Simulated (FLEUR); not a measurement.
BN:

```
CELL_PARAMETERS angstrom
0.00000 1.81300 1.81300
1.81300 0.00000 1.81300
1.81300 1.81300 0.00000
ATOMIC_POSITIONS crystal
N 0.25000 0.25000 0.25000
B 0.00000 0.00000 0.00000
```

The cell is a database's computed one.

* Program: FLEUR MaX-R8.1 (later development tree)
* Task: single point
* Functional: PBE
* Potentials or basis: all-electron
* Basis: FLAPW
* Kmax: 5.26 1/bohr
* k mesh: 13 × 13 × 13
* Occupations: fermi-dirac, width 0.05 eV
* Spin: no spin polarisation
* Gmax: 16.3 1/bohr
* Muffin-tin radii: N 1.33, B 1.33 bohr
* lmax: N 8, B 8
* Local orbitals a species: N 3, B 3
* Max iterations: 60
* Mixing factor: 0.05
* Mixer: Anderson
* Mixer history: 15
* Density convergence: 1e-05 me/bohr^3

On this cell: largest force zero by symmetry; band gap on the k mesh 4.53 eV, indirect (least direct gap 8.78 eV).

The same run follows on a disturbed copy (atoms moved at random, drawn with an rms of 0.05 Å):

```xyz
2
Lattice="0.0000 1.8130 1.8130 1.8130 0.0000 1.8130 1.8130 1.8130 0.0000" Properties=species:S:1:pos:R:3 pbc="T T T"
N     0.8873    0.9000    0.9579
B     0.0423   -0.0344    0.0019
```

What does the disturbed cell give?

The energy moves by +45.5 meV/atom; largest force 2.279 eV/Å; band gap on the k mesh 3.89 eV, indirect (least direct gap 7.79 eV).

Forces in eV/Å, atoms in the order of the input:
```
N    1.580 -0.953 -1.335
B   -1.582  0.953  1.336
```

Caveats: an odd mesh through Γ misses points on the zone boundary, where band edges often lie.
